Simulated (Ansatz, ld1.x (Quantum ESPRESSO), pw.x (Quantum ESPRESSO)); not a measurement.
# Ir (Z = 77): one change to the PAW potential, in the atom and in the sc crystal

- Element: Ir (Z = 77)
- Generator: ld1.x (Quantum ESPRESSO) 7.5
- Type: PAW
- Functional: PBE
- Relativity: scalar-relativistic
- Frozen core: [Xe] 4f14
- Valence charge: 9
- Reference configuration: 5d7 6s2 6p0
- Partial waves: 6s (bound): rcut 1.70, rcutus 2.35 bohr; 6s channel at 3.95 Ry: rcut 1.70, rcutus 2.35 bohr; 6p (bound, empty): rcut 2.95, rcutus 3.50 bohr; 6p channel at 1.1 Ry: rcut 2.95, rcutus 3.50 bohr; 5d (bound): rcut 1.45, rcutus 1.95 bohr; 5d channel at 0.2 Ry: rcut 1.45, rcutus 1.95 bohr
- Local potential: all-electron potential smoothed inside 2.20 bohr (lloc = -1)
- Core correction: Bessel-smoothed model core, default radius (core density twice the valence density)
- Augmentation charge: GAUSS, radius 1.35 bohr

Change: wave 5d channel at 0.2 Ry: rcut 1.45, rcutus 1.95 bohr becomes 5d channel at -0.07 Ry: rcut 1.45, rcutus 1.95 bohr.

Cutoffs, loose and tight: the cutoffs (Ry, on a coarse ladder) from which the occupation-weighted sum of valence levels, in a spherical-Bessel basis at the reference potential, stays within 10 and 1 mRy of its value at 400 Ry. They do not see the model core or the augmentation charge, which bear on the density cutoff. Test errors are all-electron minus pseudo excitation energies from the reference, over the configurations 5d7 6s1 6p0; 5d7 6s0 6p0; 5d6 6s0 6p0; 5d6 6s2 6p1; 5d8 6s1 6p0; 5d7 6s1.5 6p0; 5d7 6s0 6p2; variants that change the core or the reference have their own tests.

Crystal test: sc Ir in pw.x 7.5, no spin, 13³ k-points, Fermi–Dirac smearing 0.01 Ry, cutoffs set for each file from its atomic test. The reference is all-electron LAPW (Ansatz 0.2.0) with the same functional, mesh and smearing; V0 and B0 come from Birch–Murnaghan fits to the pressures at five volumes. Errors are pseudo minus all-electron; Δ is the rms difference of the E(V) curves that follow from these fits, minima aligned, over ±6 % about the mean V0. Mesh and smearing are coarse, so the numbers serve the comparison and aren't converged zero-temperature values; the lattice is a test structure that the element need not adopt.

All-electron: a0 = 2.573 Å (V0 = 17.04 Å³/atom), B0 = 242.7 GPa.

Task: Does the change bring the crystal closer to the all-electron result?

Result: The mean pressure error goes from -5.69 to -1.98 GPa, so the change moves the solid closer to the all-electron pressures.

```json
{"quantity": "outcome (atom)", "base": "generated", "changed": "generated"}
{"quantity": "cutoff, loose (atom)", "base": "30 Ry", "changed": "30 Ry"}
{"quantity": "cutoff, tight (atom)", "base": "50 Ry", "changed": "50 Ry"}
{"quantity": "bound ghosts (atom)", "base": "none", "changed": "none"}
{"quantity": "largest test error (meV) (atom)", "base": "+125", "changed": "-109"}
{"quantity": "cutoffs in pw.x (Ry)", "base": "60/480", "changed": "60/480"}
{"quantity": "a0 (Å)", "base": "2.554", "changed": "2.566"}
{"quantity": "a0 error (%)", "base": "-0.76", "changed": "-0.27"}
{"quantity": "B0 error (%)", "base": "+7.4", "changed": "+2.5"}
{"quantity": "Δ (meV/atom)", "base": "21.1", "changed": "7.3"}
{"quantity": "mean pressure error (GPa)", "base": "-5.69", "changed": "-1.98"}
```

Base: The largest radius (3.50 bohr) exceeds half the bond length (2.43 bohr), so the spheres overlap, which is one possible source of error among others. This is a poor potential for the solid. Changed file: The largest radius (3.50 bohr) exceeds half the bond length (2.43 bohr), so the spheres overlap, which is one possible source of error among others. The atomic cutoffs weigh occupied waves only.
